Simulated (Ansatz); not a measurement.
# Property card for HfSi3O8

The calculation used Ansatz 0.2.0, DFT PBE, scalar-relativistic, plane waves, PAW.

Settings: cutoff 420 eV, Γ-centred mesh 6×6×4 on the computed 12-atom cell, Gaussian smearing of 0.02 eV; no spin polarisation.

The structure is relaxed at this level of theory with its symmetry kept, and needn't be the ground state of this composition.

Space group P1 (No. 1), triclinic, a = 5.296 Å, b = 5.303 Å, c = 9.106 Å, α = 90.3°, β = 90.9°, γ = 119.7°. Hf is surrounded by 4 O at 1.94–1.95 Å; Si on its first site is surrounded by 4 O at 1.62–1.63 Å; around Si on its second site lie 4 O at 1.62–1.63 Å; Si on its third site is surrounded by 4 O at 1.63 Å; O on its first site is surrounded by 1 Si at 1.63 Å and 1 Hf at 1.94 Å; O on its second site has 2 Si at 1.63 Å; 6 more sites not described.

| Quantity | Value |
| --- | --- |
| Volume per atom | 18.51 Å³ |
| Formation energy from the elements' standard states (uncorrected) | -2.881 eV/atom |
| Kohn–Sham band gap | 5.02 eV |
| Orbital (Löwdin) character of the top 1 eV of the valence band | O 2p 95 % |
| Orbital (Löwdin) character of the lowest 1 eV of the conduction band | Hf 6s 42 %, O 2s 15 %, Si 3s 13 %, Si 3p 8 %, unprojected 14 % |

Spin-orbit coupling is left out, which matters for the bands of heavy elements.

The cell was found from a structure generator's guess, not taken from experiment. Kohn–Sham gaps at this level usually fall short of measured ones. Löwdin shares on free-atom orbitals overweight diffuse shells in the empty bands.
